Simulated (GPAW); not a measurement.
# Br (Cmce) in GPAW: a series of runs

Aim: see how the results for Br move with the level of theory and the settings. Levels: PBEsol, r2SCAN. Tasks: band structure.

All numbers are computed with GPAW 26.7.0; they aren't measurements. Logs are shortened: lines on timing, memory, paths and dates and some standing lists are left out, and cuts for length are marked. The log counts tension as positive stress, the text compression.

**1. The structure**

It takes space group Cmce (No. 64, orthorhombic). The conventional cell has a = 6.726 Å, b = 4.645 Å, c = 8.702 Å, α = 90.00°, β = 90.00°, γ = 90.00°. Br (site symmetry m) is surrounded by 1 Br at 2.29 Å.

**2. Band structure, PBEsol**

Contents of run.py:

```python
from ase import Atoms
from ase.dft.bandgap import bandgap
from ase.io import write
from ase.units import GPa
from gpaw import GPAW, PW, setup_paths

setup_paths.insert(0, '.')

atoms = Atoms(['Br', 'Br', 'Br', 'Br'],
              cell=[[3.36325, -2.32255, 0.0],
                    [3.36325, 2.32255, 0.0],
                    [0.0, 0.0, 8.7023]],
              scaled_positions=[[0.3651, 0.6349, 0.3901],
                                [0.1349, 0.8651, 0.8901],
                                [0.6349, 0.3651, 0.6099],
                                [0.8651, 0.1349, 0.1099]],
              pbc=True)

calc = GPAW(mode=PW(600),
            xc='PBEsol',
            kpts={'size': (6, 6, 3), 'gamma': True},
            occupations={'name': 'fermi-dirac', 'width': 0.05},
            nbands=26,
            convergence={'density': 1e-05, 'energy': 1e-05},
            maxiter=150,
            txt='gpaw.txt')
atoms.calc = calc
energy = atoms.get_potential_energy()
forces = atoms.get_forces()
stress = atoms.get_stress()
calc.write('gs.gpw')
write('result.traj', atoms)
print(f'Energy: {energy:.6f} eV')
print('Forces (eV/A):')
print(forces.round(4))
print('Stress (GPa):', (stress / GPa).round(3))
print('Fermi level:', round(calc.get_fermi_level(), 4), 'eV')
print(f'Gap: {bandgap(calc)[0]:.4f} eV, direct: {bandgap(calc, direct=True)[0]:.4f} eV')

path = atoms.cell.bandpath('GXSRAZGYX1A1TY,ZT', npoints=60, eps=1e-4)
bs_calc = calc.fixed_density(kpts=path, symmetry='off', nbands=48,
                             convergence={'bands': 'CBM+6.0', 'eigenstates': 1e-6}, txt='bands.txt')
bs = bs_calc.band_structure()
bs.write('bs.json')
print(f'Gap on the path: {bandgap(bs_calc)[0]:.4f} eV')
```

Potentials or basis: PAW data sets generated in the run's folder for this functional, pw.

Run with:

```console
gpaw-setup -f PBEsol Br
OMP_NUM_THREADS=1 python run.py
```

gpaw.txt:

```text
__  _  _
 | _ |_)|_||  |
 |__||  | ||/\| - 26.7.0

Input parameters:
  mode=PW(ecut=600.0),
  convergence={'density': 1e-05, 'energy': 1e-05},
  kpts=MonkhorstPack(size=(6, 6, 3), gamma=True),
  maxiter=150,
  nbands=26,
  occupations=Occupations(name='fermi-dirac', width=0.05),
  xc=XC(name='PBEsol')

Diagonalizing LCAO Hamiltonian
Converting LCAO to pw mode

          Br

        Br

         Br

       Br

Atoms  # Å, Bohr magnetons
|   | symbol |        x |         y |        z |    initial magnetic moments |
|---|--------|----------|-----------|----------|-----------------------------|
| 0 |     Br | 3.363250 |  0.626624 | 3.394767 | ( 0.0000,  0.0000,  0.0000) |
| 1 |     Br | 3.363250 |  1.695926 | 7.745917 | ( 0.0000,  0.0000,  0.0000) |
| 2 |     Br | 3.363250 | -0.626624 | 5.307533 | ( 0.0000,  0.0000,  0.0000) |
| 3 |     Br | 3.363250 | -1.695926 | 0.956383 | ( 0.0000,  0.0000,  0.0000) |

Unit cell  # Å
| periodic |        x |         y |        z |  lengths |    angles |
|----------|----------|-----------|----------|----------|-----------|
|      yes | 3.363250 | -2.322550 | 0.000000 | 4.087259 | 90.000000 |
|      yes | 3.363250 |  2.322550 | 0.000000 | 4.087259 | 90.000000 |
|      yes | 0.000000 |  0.000000 | 8.702300 | 8.702300 | 69.255369 |

Number of symmetries: 4
Symmetry operations  # r_c * U_cc + t_c -> r_c
|   | kind |            matrix            |
|---|------|------------------------------|
| 0 |  E   |  1, 0, 0,  0, 1, 0,  0, 0, 1 |
| 1 |  C2  |  0, 1, 0,  1, 0, 0,  0, 0,-1 |
| 2 |  σ   |  0,-1, 0, -1, 0, 0,  0, 0, 1 |
| 3 |  i   | -1, 0, 0,  0,-1, 0,  0, 0,-1 |

BZ-sampling:
  Number of BZ points: 108
  Number of IBZ points: 34

  Monkhorst-Pack size: [6, 6, 3]
  Monkhorst-Pack shift: [0.08333333333333333, 0.08333333333333333, 0.0]

K-points  # in reciprocal-cell coordinates
|     |                                coordinates |     weight |
|-----|--------------------------------------------|------------|
|   0 | (  0.00000000,   0.00000000,   0.00000000) | 0.00925926 |
|   1 | (  0.00000000,   0.00000000,   0.33333333) | 0.01851852 |
|   2 | (  0.16666667,  -0.16666667,  -0.33333333) | 0.01851852 |
|   3 | (  0.16666667,  -0.16666667,   0.00000000) | 0.01851852 |
|   4 | (  0.16666667,  -0.16666667,   0.33333333) | 0.01851852 |
|   5 | (  0.16666667,   0.00000000,  -0.33333333) | 0.03703704 |
|   6 | (  0.16666667,   0.00000000,   0.00000000) | 0.03703704 |
|   7 | (  0.16666667,   0.00000000,   0.33333333) | 0.03703704 |
|   8 | (  0.16666667,   0.16666667,   0.00000000) | 0.01851852 |
|   9 | (  0.16666667,   0.16666667,   0.33333333) | 0.03703704 |
| ... |                                            |            |
|  33 | (  0.50000000,   0.50000000,   0.33333333) | 0.01851852 |

Plane wave coefficients: 4556
Cutoff: 600.0 eV

Spin-components: 1 (collinear spins)
Bands:           26
Projectors:      20
Spin-degeneracy: 2
Datatype:        complex128

Parallelization:
  kpt:    1
  domain: 1
  band:   1

Density:
  Valence electrons: 28.0
  Components: 1
  Grid points: [24 24 50]
  Charge: 0.0  # |e|

Potential:
  Grid points: [24 24 50]

species:
  Br:
    name:    Bromine
    Z:       35.0
    valence: 7
    core:    28
    charge:  0.0  # [|e|]
    compensation charges:
      type: gauss
      rc: 0.35  # [Å]
      lmax: 2
    cutoffs:
      filter: 1.98  # [Å]
      core: 2.38  # [Å]
    projectors
    | kind |    occ | energy [eV] | rcut [Å] |
    |------|--------|-------------|----------|
    |   4s |  2.000 |     -20.120 |    1.111 |
    |   4p |  5.000 |      -7.856 |    1.111 |
    |    s |        |       7.091 |    1.111 |
    |    p |        |      19.355 |    1.111 |
    |    d |        |       0.000 |    1.111 |

    Using partial waves for Br as LCAO basis

Reference energy: -283421.426255  # eV

eigensolver:
  PPCG
  Converge bands: occupied
  niter=2

density mixing:
  MSR1-Mixer
  Pratt-step length: 0.05
  Maximum mixing coefficient: 0.75
  Old densities: 10
  SVD Regularization: 0.005
  Good broyden scale: 1.0
  Trust region scale: 1.0
  Backstep threshold: 4.0
  History deletion threshold: 6.0
  Fourier metric: weight=20.0, sigma=0.015

occupation numbers:
  Fermi-Dirac:
    width: 0.0500  # eV

poisson solver:
  ecut: 4800.0  # eV

xc functional:
  name: PBEsol with 2 nearest neighbor stencil

convergence criteria:
- Maximum integral of absolute [dens]ity change: 1e-05 electrons / valence electron
- Maximum [total energy] change in last 3 cyles: 1e-05 eV / valence electron
- Maximum integral of absolute [eigenst]ate change: 4e-08 eV^2 / valence electron
maximum number of iterations: 150

SCF iterations
|iter     | |      energy | eigst |  dens |
|---------|-|-------------|-------|-------|
|iter:   1| |   -7.450478 | -0.61 |       |
|iter:   2| |   -7.395755 | -2.82 | -1.09 |
|iter:   3| |   -6.994808 | -2.17 | -1.12 |
|iter:   4| |   -6.979487 | -3.28 | -1.73 |
|iter:   5| |   -6.979445 | -5.04 | -2.49 |
|iter:   6| |   -6.979457c| -6.35 | -3.11 |
|iter:   7| |   -6.979456c| -7.14 | -3.81 |
|iter:   8| |   -6.979456c| -7.99c| -4.09 |
|iter:   9| |   -6.979456c| -7.94c| -4.54 |
|iter:  10| |   -6.979456c| -8.95c| -5.28c|

Converged in 10 steps
Energy contributions relative to reference atoms: (reference = -283421.426255)

Energy contributions:
  Kinetic:          10.487178
  Coulomb:          -9.384354
  Zero:              0.018455
  External:          0.000000
  Xc:               -8.100734
  Entropy:          -0.000000
  Spinorbit:         0.000000
  ----------------------------
  Free energy:      -6.979456
  Extrapolated:     -6.979456

dipole moment: (-0.000020, -0.000000, -0.000026)  # |e|*Ang

Fermi level: 1.341
Eigenvalues  # (at kpt = [0.000, 0.000, 0.000])
| band index |      eig [eV] | occ [0-2] |
|------------|---------------|-----------|
|          0 |       -15.549 |     2.000 |
|        ... |               |           |
|          6 |        -1.773 |     2.000 |
|          7 |        -1.759 |     2.000 |
|          8 |        -1.273 |     2.000 |
|          9 |        -1.234 |     2.000 |
|         10 |        -0.543 |     2.000 |
|         11 |         0.048 |     2.000 |
|         12 |         0.337 |     2.000 |
|         13 |         0.381 |     2.000 |
|         14 |         2.224 |     0.000 |
|         15 |         2.983 |     0.000 |
|         16 |         6.200 |     0.000 |
|         17 |         6.924 |     0.000 |
|         18 |         7.650 |     0.000 |
|         19 |         9.295 |     0.000 |
|         20 |         9.296 |     0.000 |
|         21 |         9.608 |     0.000 |
|        ... |               |           |
|         25 |        11.531 |     0.000 |

Gap: 1.826 eV
Transition (v -> c):
  (s=0, k=32, n=13, [0.50, 0.50, 0.00]) -> (s=0, k=0, n=14, [0.00, 0.00, 0.00])
Direct/indirect transitions are different
Direct gap: 1.843 eV
Transition at: (s=0, k=0, n=13, [0.00, 0.00, 0.00])

Forces  # eV/Ang
|        x |        y |        z |
|----------|----------|----------|
| -0.00000 |  0.40562 | -0.78907 |  # Br   0
|  0.00000 | -0.40562 | -0.78906 |  # Br   1
|  0.00000 | -0.40562 |  0.78907 |  # Br   2
| -0.00000 |  0.40562 |  0.78906 |  # Br   3

Stress tensor  # eV/Ang^3
|         x |        y |         z |
|-----------|----------|-----------|
| -0.000251 | 0.000000 |  0.000000 |
|  0.000000 | 0.001616 |  0.000000 |
|  0.000000 | 0.000000 | -0.008710 |

# Writing to gs.gpw (mode='')
```

Wall time 2.3 min (1 thread of Arm Neoverse V2, shared host); peak memory 0.55 GiB.

Results:

```
Free energy             : -6.9795 eV
Pressure                : 0.4 GPa
Largest force           : 0.887 eV/Å
Band gap on the k mesh  : 1.83 eV, indirect (least direct gap 1.84 eV)
Band gap along the path : 1.78 eV, indirect (least direct gap 1.82 eV)
```

Forces in eV/Å, atoms in the order of the input:
```
Br   0.000  0.406 -0.789
Br   0.000 -0.406 -0.789
Br   0.000 -0.406  0.789
Br   0.000  0.406  0.789
```

Levels at the corners of the path, in eV from the valence-band top:
```tsv
point	band 10	band 11	band 12	band 13	band 14	band 15	band 16	band 17	band 18	band 19
Γ	-1.65	-0.96	-0.37	-0.08	-0.04	1.81	2.56	5.78	6.51	7.23
X	-2.54	-1.17	-0.89	-0.34	-0.02	2.03	2.29	7.73	8.28	8.66
S	-2.02	-0.83	-0.83	-0.25	-0.25	2.48	2.48	6.99	6.99	9.07
R	-2.08	-0.54	-0.54	0.00	0.00	2.19	2.19	7.31	7.31	8.46
A	-2.79	-0.54	-0.54	-0.50	-0.50	2.15	2.15	8.27	8.27	8.80
Z	-1.67	-0.84	-0.84	-0.06	-0.06	2.02	2.02	6.51	6.51	8.16
Γ	-1.65	-0.96	-0.37	-0.08	-0.04	1.81	2.56	5.78	6.51	7.23
Y	-2.38	-1.36	-1.17	-0.41	-0.02	1.86	2.24	7.17	7.44	7.58
X1	-2.54	-1.17	-0.89	-0.34	-0.02	2.03	2.29	7.73	8.28	8.66
A1	-2.79	-0.54	-0.54	-0.50	-0.50	2.15	2.15	8.27	8.27	8.80
T	-2.32	-0.94	-0.94	-0.63	-0.63	1.93	1.93	7.87	7.87	8.94
Y	-2.38	-1.36	-1.17	-0.41	-0.02	1.86	2.24	7.17	7.44	7.58
Z	-1.67	-0.84	-0.84	-0.06	-0.06	2.02	2.02	6.51	6.51	8.16
T	-2.32	-0.94	-0.94	-0.63	-0.63	1.93	1.93	7.87	7.87	8.94
```

Expect the measured gap to be larger: semilocal functionals such as PBEsol lack the derivative discontinuity.

**3. Band structure, r2SCAN**

Changes to run.py since step 2:

```diff
@@ -4,5 +4,3 @@
 from ase.units import GPa
-from gpaw import GPAW, PW, setup_paths
-
-setup_paths.insert(0, '.')
+from gpaw import GPAW, PW
 
@@ -19,3 +17,3 @@
 calc = GPAW(mode=PW(600),
-            xc='PBEsol',
+            xc='MGGA_X_R2SCAN+MGGA_C_R2SCAN',
             kpts={'size': (6, 6, 3), 'gamma': True},
```

Potentials or basis: GPAW PAW data sets (gpaw-data 1.2.1), pw.

Run with:

```console
OMP_NUM_THREADS=1 python run.py
```

gpaw.txt:

```text
__  _  _
 | _ |_)|_||  |
 |__||  | ||/\| - 26.7.0

Input parameters:
  mode=PW(ecut=600.0),
  convergence={'density': 1e-05, 'energy': 1e-05},
  kpts=MonkhorstPack(size=(6, 6, 3), gamma=True),
  maxiter=150,
  nbands=26,
  occupations=Occupations(name='fermi-dirac', width=0.05),
  xc=XC(name='MGGA_X_R2SCAN+MGGA_C_R2SCAN')

Diagonalizing LCAO Hamiltonian
Converting LCAO to pw mode

          Br

        Br

         Br

       Br

Atoms  # Å, Bohr magnetons
|   | symbol |        x |         y |        z |    initial magnetic moments |
|---|--------|----------|-----------|----------|-----------------------------|
| 0 |     Br | 3.363250 |  0.626624 | 3.394767 | ( 0.0000,  0.0000,  0.0000) |
| 1 |     Br | 3.363250 |  1.695926 | 7.745917 | ( 0.0000,  0.0000,  0.0000) |
| 2 |     Br | 3.363250 | -0.626624 | 5.307533 | ( 0.0000,  0.0000,  0.0000) |
| 3 |     Br | 3.363250 | -1.695926 | 0.956383 | ( 0.0000,  0.0000,  0.0000) |

Unit cell  # Å
[... 145 lines left out ...]
  Entropy:          -0.000000
  Spinorbit:         0.000000
  ----------------------------
  Free energy:     -45.364549
  Extrapolated:    -45.364549

dipole moment: (-0.000020, -0.000000, -0.000026)  # |e|*Ang

Fermi level: 1.240
Eigenvalues  # (at kpt = [0.000, 0.000, 0.000])
| band index |      eig [eV] | occ [0-2] |
|------------|---------------|-----------|
|          0 |       -16.409 |     2.000 |
|        ... |               |           |
|          6 |        -2.138 |     2.000 |
|          7 |        -2.119 |     2.000 |
|          8 |        -1.670 |     2.000 |
|          9 |        -1.631 |     2.000 |
|         10 |        -0.844 |     2.000 |
|         11 |        -0.265 |     2.000 |
[... 8 lines left out ...]
|         20 |         9.823 |     0.000 |
|         21 |        10.064 |     0.000 |
|        ... |               |           |
|         25 |        12.056 |     0.000 |

Gap: 2.207 eV
Transition (v -> c):
  (s=0, k=32, n=13, [0.50, 0.50, 0.00]) -> (s=0, k=0, n=14, [0.00, 0.00, 0.00])
Direct/indirect transitions are different
Direct gap: 2.226 eV
Transition at: (s=0, k=0, n=13, [0.00, 0.00, 0.00])

Forces  # eV/Ang
|        x |        y |        z |
|----------|----------|----------|
| -0.00000 |  0.35816 | -0.61938 |  # Br   0
|  0.00000 | -0.35817 | -0.61941 |  # Br   1
|  0.00000 | -0.35816 |  0.61938 |  # Br   2
| -0.00000 |  0.35817 |  0.61941 |  # Br   3

Stress tensor  # eV/Ang^3
|         x |         y |         z |
|-----------|-----------|-----------|
| -0.001438 |  0.000000 |  0.000000 |
|  0.000000 | -0.003102 | -0.000000 |
|  0.000000 | -0.000000 | -0.012619 |

# Writing to gs.gpw (mode='')
```

It took 6.9 min on 1 thread of Arm Neoverse V2, shared host; peak memory 0.58 GiB.

What came out:

- Free energy: -45.3645 eV
- Pressure: 0.9 GPa
- Largest force: 0.716 eV/Å
- Band gap on the k mesh: 2.21 eV, indirect (least direct gap 2.23 eV)
- Band gap along the path: 2.15 eV, indirect (least direct gap 2.21 eV)

Forces in eV/Å, atoms in the order of the input:
```
Br   0.000  0.358 -0.619
Br   0.000 -0.358 -0.619
Br   0.000 -0.358  0.619
Br   0.000  0.358  0.619
```

Levels at the corners of the path, in eV from the valence-band top:
```tsv
point	band 12	band 13	band 14	band 15	band 16	band 17
Γ	-0.37	-0.10	-0.06	2.16	2.89	6.64
X	-0.88	-0.32	-0.05	2.36	2.61	8.45
S	-0.80	-0.25	-0.25	2.78	2.78	7.73
R	-0.55	0.00	0.00	2.53	2.53	8.06
A	-0.56	-0.49	-0.49	2.48	2.48	9.01
Z	-0.83	-0.08	-0.08	2.39	2.39	7.29
Γ	-0.37	-0.10	-0.06	2.16	2.89	6.64
Y	-1.17	-0.41	-0.04	2.20	2.56	7.86
X1	-0.88	-0.32	-0.05	2.36	2.61	8.45
A1	-0.56	-0.49	-0.49	2.48	2.48	9.01
T	-0.92	-0.65	-0.65	2.27	2.27	8.58
Y	-1.17	-0.41	-0.04	2.20	2.56	7.86
Z	-0.83	-0.08	-0.08	2.39	2.39	7.29
T	-0.92	-0.65	-0.65	2.27	2.27	8.58
```

Caveat: the PAW data sets were made with another functional, which shifts forces and pressure a little.
